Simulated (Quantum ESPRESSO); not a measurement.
**MgS (Niningerite) in Quantum ESPRESSO: the effect of functional**

The system is MgS (Niningerite).

```
S Mg
1.0
     0.00000    2.60165    2.60165
     2.60165    0.00000    2.60165
     2.60165    2.60165    0.00000
S Mg
1 1
Direct
  0.50000 0.50000 0.50000
  0.00000 0.00000 0.00000
```

Alike in all runs:

- Program: Quantum ESPRESSO 7.5
- Task: band structure
- Potentials or basis: SG15 PBE 1.2
- Cutoff: 952 eV
- Density cutoff: 3810 eV
- k mesh: 7 × 7 × 7
- Occupations: fermi-dirac, width 0.05 eV
- Spin: no spin polarisation

Problem. One run gave: gap on the mesh 4.46 eV; pressure 5.2 GPa. Which functional did it use?
A. SCAN
B. M06L
C. r2SCAN

Solution. B.

```csv
functional,gap on the mesh (eV),pressure (GPa)
r2SCAN,3.74,0.3
SCAN,3.76,0.2
M06L,4.46,5.2
```

Caveats: the potentials were made for another functional, which shifts forces and pressure; the mesh misses the band edges, which the band path finds closer together; some levels on the path didn't converge (some runs).

Not every run made on this cell is shown here.
